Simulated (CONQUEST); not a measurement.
Here is a CONQUEST 1.3 calculation.

File Conquest_input:

```
IO.Title Cu
IO.Coordinates coords.dat
IO.FractionalAtomicCoords T
IO.Iprint 2
IO.Iprint_init 1
General.NumberOfSpecies 1
General.PseudopotentialType hamann
AtomMove.TypeOfRun static
AtomMove.FullStress T
Grid.GridCutoff 150
DM.SolutionMethod diagon
Diag.MPMesh T
Diag.GammaCentred T
Diag.MPMeshX 10
Diag.MPMeshY 10
Diag.MPMeshZ 7
Diag.kT 0.00183747
minE.SCTolerance 1e-6
SC.MaxIters 100
IO.AtomChargeOutput T
%block ChemicalSpeciesLabel
1 63.550 Cu
%endblock
```

coords.dat

```
    4.8305009387     0.0000000000     0.0000000000
    0.0000000000     4.8305009387     0.0000000000
    0.0000000000     0.0000000000     6.8313599405
2
 -0.0022650000  -0.0193010000  -0.0233530000 1 T T T
  0.5029230000   0.4972200000   0.4931310000 1 T T T
```

Potentials or basis: PseudoDojo NC PBEsol, DZP, grid cutoff 150 Ha.

The run is started by

```console
$ OMP_NUM_THREADS=1 Conquest
```

Question: Predict the largest force.

Answer: 0.450 eV/Å.

Question: What does it give for the band gap on the k mesh?

Answer: None (metal or under the smearing width).

Question: Estimate the pressure.

Answer: -6.3 GPa.

Forces on the atoms (eV/Å):
```
Cu   0.040  0.132  0.406
Cu  -0.055 -0.130 -0.427
```

Caveat: the basis of atomic orbitals isn't converged, which shifts pressures, moduli and gaps.
